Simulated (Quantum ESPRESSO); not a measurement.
**PtS2 under changes of volume**

One of the cells (18.261 Å³/atom); the others are scaled copies at fixed shape and fractional positions:

```
Pt S
1.0
     3.54320    0.00000    0.00000
    -1.77160    3.06850    0.00000
     0.00000    0.00000    5.03880
Pt S
1 2
Direct
  0.00000 0.00000 0.00000
  0.66667 0.33333 0.77300
  0.33333 0.66667 0.22700
```

| Property | Result |
| --- | --- |
| Program | Quantum ESPRESSO 7.5 |
| Functional | PBE |
| Potentials or basis | SSSP 1.3 efficiency PBE |
| Cutoff | 748 eV |
| Density cutoff | 5987 eV |
| k mesh | 9 × 9 × 5 |
| Occupations | fermi-dirac, width 0.05 eV |
| Spin | no spin polarisation |

```csv
volume (Å³/atom),energy over the lowest point (meV/atom),pressure (GPa),gap on the mesh (eV),largest force (eV/Å)
17.165,?,?,?,?
17.531,114.86,19.2,1.06,1.923
17.896,75.71,15.1,1.04,1.571
18.261,45.51,11.4,1.02,1.246
18.626,23.37,8.0,1.00,0.947
18.992,8.44,5.0,0.97,0.671
19.357,0.00,2.3,0.95,0.417
```

Question: What does the run at 17.165 Å³/atom give?

Answer: Energy over the lowest point 164.02 meV/atom; pressure 23.9 GPa; gap on the mesh 1.08 eV; largest force 2.306 eV/Å.

Worked out: A Birch-Murnaghan fit of order 3 (a polynomial in V^(-2/3)) to the other rows has its minimum at 19.72 Å³/atom, just outside them, with B0 = V·E''(V) = 124 GPa and B' = 4.8 at fixed shape and positions, which overstates the stiffness. It gives 164.20 meV/atom at 17.165 Å³/atom, against the run's 164.02, and -dE/dV = 24.0 GPa, against 23.9. A straight line through the other rows of the gap, of slope -1.12 eV per unit of ln V, extrapolates to 1.09 eV, against the run's 1.08.

Energies are extrapolated to zero smearing.

Caveats: spin-orbit coupling is left out, which moves the levels of the heavy elements; an odd mesh through Γ misses points on the zone boundary, where band edges often lie; forces of over 1 eV/Å show positions far from the minimum, so gaps and moduli don't describe the material at rest (some runs).
